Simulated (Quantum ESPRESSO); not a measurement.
Write the native input for Quantum ESPRESSO 7.5 that does the following.

- Task: band structure
- Functional: PBEsol
- Potentials or basis: PseudoDojo 0.4 FR PBEsol standard
- Cutoff: 1088 eV
- Density cutoff: 4354 eV
- k mesh: 10 × 10 × 10
- Occupations: fermi-dirac, width 0.05 eV
- Spin: spin-orbit coupling, no magnetisation
- Mixing beta: 0.5
- Most SCF iterations: 120
- SCF threshold: 2e-10 Ry

The system is Sb.

```
Sb
1.0
     0.00000    2.37124    2.37124
     2.37124    0.00000    2.37124
     2.37124    2.37124    0.00000
Sb
1
Direct
  0.00000 0.00000 0.00000
```

This isn't the form of Sb at room conditions, which is rhombohedral.

The input as run:

pw.in

```
&CONTROL
  calculation = 'scf'
  prefix = 'pwscf'
  outdir = './tmp'
  pseudo_dir = './pseudo'
  tprnfor = .true.
  tstress = .true.
  disk_io = 'low'
/
&SYSTEM
  ibrav = 0
  A = 3.35344333
  nat = 1
  ntyp = 1
  ecutwfc = 80
  nbnd = 26
  occupations = 'smearing'
  smearing = 'fd'
  degauss = 0.00367493
  noncolin = .true.
  lspinorb = .true.
/
&ELECTRONS
  conv_thr = 2d-10
  electron_maxstep = 120
  mixing_beta = 0.5
/
ATOMIC_SPECIES
Sb   121.7600 Sb.upf
CELL_PARAMETERS alat
   0.0000000000    0.7071067820    0.7071067820
   0.7071067820    0.0000000000    0.7071067820
   0.7071067820    0.7071067820    0.0000000000
ATOMIC_POSITIONS alat
Sb     0.0000000000    0.0000000000    0.0000000000
K_POINTS automatic
10 10 10 0 0 0
```

bands.in

```
&CONTROL
  calculation = 'bands'
  prefix = 'pwscf'
  outdir = './tmp'
  pseudo_dir = './pseudo'
  disk_io = 'low'
  verbosity = 'high'
/
&SYSTEM
  ibrav = 0
  A = 3.35344333
  nat = 1
  ntyp = 1
  ecutwfc = 80
  nbnd = 26
  occupations = 'smearing'
  smearing = 'fd'
  degauss = 0.00367493
  noncolin = .true.
  lspinorb = .true.
/
&ELECTRONS
  conv_thr = 1d-08
  electron_maxstep = 120
  mixing_beta = 0.5
  diago_full_acc = .true.
  startingwfc = 'random'
/
ATOMIC_SPECIES
Sb   121.7600 Sb.upf
CELL_PARAMETERS alat
   0.0000000000    0.7071067820    0.7071067820
   0.7071067820    0.0000000000    0.7071067820
   0.7071067820    0.7071067820    0.0000000000
ATOMIC_POSITIONS alat
Sb     0.0000000000    0.0000000000    0.0000000000
K_POINTS crystal
60
 0.0000000000  0.0000000000  0.0000000000 1
 0.0625000000  0.0000000000  0.0625000000 1
 0.1250000000  0.0000000000  0.1250000000 1
 0.1875000000  0.0000000000  0.1875000000 1
 0.2500000000  0.0000000000  0.2500000000 1
 0.3125000000  0.0000000000  0.3125000000 1
 0.3750000000  0.0000000000  0.3750000000 1
 0.4375000000  0.0000000000  0.4375000000 1
 0.5000000000  0.0000000000  0.5000000000 1
 0.5000000000  0.0625000000  0.5625000000 1
 0.5000000000  0.1250000000  0.6250000000 1
 0.5000000000  0.1875000000  0.6875000000 1
 0.5000000000  0.2500000000  0.7500000000 1
 0.4375000000  0.3125000000  0.7500000000 1
 0.3750000000  0.3750000000  0.7500000000 1
 0.3375000000  0.3375000000  0.6750000000 1
 0.3000000000  0.3000000000  0.6000000000 1
 0.2625000000  0.2625000000  0.5250000000 1
 0.2250000000  0.2250000000  0.4500000000 1
 0.1875000000  0.1875000000  0.3750000000 1
 0.1500000000  0.1500000000  0.3000000000 1
 0.1125000000  0.1125000000  0.2250000000 1
 0.0750000000  0.0750000000  0.1500000000 1
 0.0375000000  0.0375000000  0.0750000000 1
 0.0000000000  0.0000000000  0.0000000000 1
 0.0625000000  0.0625000000  0.0625000000 1
 0.1250000000  0.1250000000  0.1250000000 1
 0.1875000000  0.1875000000  0.1875000000 1
 0.2500000000  0.2500000000  0.2500000000 1
 0.3125000000  0.3125000000  0.3125000000 1
 0.3750000000  0.3750000000  0.3750000000 1
 0.4375000000  0.4375000000  0.4375000000 1
 0.5000000000  0.5000000000  0.5000000000 1
 0.5250000000  0.4500000000  0.5250000000 1
 0.5500000000  0.4000000000  0.5500000000 1
 0.5750000000  0.3500000000  0.5750000000 1
 0.6000000000  0.3000000000  0.6000000000 1
 0.6250000000  0.2500000000  0.6250000000 1
 0.5833333333  0.2500000000  0.6666666667 1
 0.5416666667  0.2500000000  0.7083333333 1
 0.5000000000  0.2500000000  0.7500000000 1
 0.5000000000  0.2857142857  0.7142857143 1
 0.5000000000  0.3214285714  0.6785714286 1
 0.5000000000  0.3571428571  0.6428571429 1
 0.5000000000  0.3928571429  0.6071428571 1
 0.5000000000  0.4285714286  0.5714285714 1
 0.5000000000  0.4642857143  0.5357142857 1
 0.5000000000  0.5000000000  0.5000000000 1
 0.4821428571  0.4821428571  0.5357142857 1
 0.4642857143  0.4642857143  0.5714285714 1
 0.4464285714  0.4464285714  0.6071428571 1
 0.4285714286  0.4285714286  0.6428571429 1
 0.4107142857  0.4107142857  0.6785714286 1
 0.3928571429  0.3928571429  0.7142857143 1
 0.3750000000  0.3750000000  0.7500000000 1
 0.6250000000  0.2500000000  0.6250000000 1
 0.5937500000  0.1875000000  0.5937500000 1
 0.5625000000  0.1250000000  0.5625000000 1
 0.5312500000  0.0625000000  0.5312500000 1
 0.5000000000  0.0000000000  0.5000000000 1
```

Potentials or basis: PseudoDojo 0.4 FR PBEsol standard.

The run is started by

```console
$ OMP_NUM_THREADS=1 mpirun -n 2 pw.x -nk 2 -in pw.in > pw.out
$ OMP_NUM_THREADS=1 mpirun -n 2 pw.x -nk 2 -in bands.in > bands.out
```

It gave:

The pressure is -0.9 GPa and the band gap on the k mesh is none (metal or under the smearing width).

Wall time 110 s on 2 MPI ranks on Arm Neoverse V1, on a shared host, peak memory 0.26 GiB a rank.
